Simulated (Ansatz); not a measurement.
Crystal: ZrC.

```
CELL_PARAMETERS angstrom
0.00000 2.36500 2.36500
2.36500 0.00000 2.36500
2.36500 2.36500 0.00000
ATOMIC_POSITIONS crystal
Zr 0.50000 0.50000 0.50000
C 0.00000 0.00000 0.00000
```

Base run:

- Program: Ansatz 0.2.0
- Functional: LDA
- Potentials or basis: Ansatz PAW
- Cutoff: 420 eV (not typed: the program's choice for these potentials)
- k mesh: 10 × 10 × 10
- Occupations: fermi-dirac, width 0.05 eV
- Spin: no spin polarisation
- Hubbard terms: Zr d U = 6 eV

Its results: band gap on the k mesh none (metal or under the smearing width); pressure -3.2 GPa.

Problem. After a change of settings the same cell gave: band gap on the k mesh none (metal or under the smearing width); pressure -9.8 GPa. Which change was it?
A. hubbard terms from Zr d U = 6 eV to Zr d U = 4 eV
B. hubbard terms from Zr d U = 6 eV to Zr d U = 2 eV
C. functional from LDA to PBEsol; hubbard terms from Zr d U = 6 eV to none; hubbard projectors from ortho-atomic (the default) to none
D. hubbard terms from Zr d U = 6 eV to none; hubbard projectors from ortho-atomic (the default) to none

Solution. B.

Caveats: U without spin polarisation on a metal has little footing; the PAW data sets come from PBE, with cores solved anew for the run's functional, which leaves a small shift of forces and pressure; the U is typed as a test and isn't derived for this compound; the density of states is complete only up to the lowest level of the last band computed.
